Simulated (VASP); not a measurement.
Pr:

```xyz
1
Lattice="0.0000 2.5805 2.5805 2.5805 0.0000 2.5805 2.5805 2.5805 0.0000" Properties=species:S:1:pos:R:3 pbc="T T T"
Pr    0.0000    0.0000    0.0000
```

This isn't the form of Pr at room conditions, which is double hcp.

Base run:

* Program: VASP 6.6.1
* Functional: PBE
* Potentials or basis: VASP PAW PBE potentials, release 64 (Pr)
* Cutoff: 520 eV
* k mesh: 9 × 9 × 9
* Occupations: gaussian, width 0.02 eV
* Spin: collinear spin, ferromagnetic start
* Starting moments: [2.0] μB

Its results: band gap on the k mesh none (metal or under the smearing width); pressure -0.7 GPa; net moment 2.68 μB per cell.

**Question.** The run is repeated on the same cell with these changes: potentials or basis from VASP PAW PBE potentials, release 64 (Pr) to VASP PAW PBE potentials, release 64 (Pr_3), 4f in core; cutoff from 520 eV to 600 eV; further incar settings from ALGO = Normal; EDIFF = 1.00e-07; NBANDS = 16 to ALGO = Normal; EDIFF = 1.00e-06; valence electrons from 13 to 11. What comes out?

**Answer.** Band gap on the k mesh none (metal or under the smearing width); pressure 2.2 GPa; net moment 0.00 μB per cell.

Caveats: the magnetic or orbital state may not be the lowest; spin-orbit coupling is left out, which moves the levels of the heavy elements; the 4f electrons are frozen in the core as for a trivalent ion, so they carry no moment and show no levels (some runs).
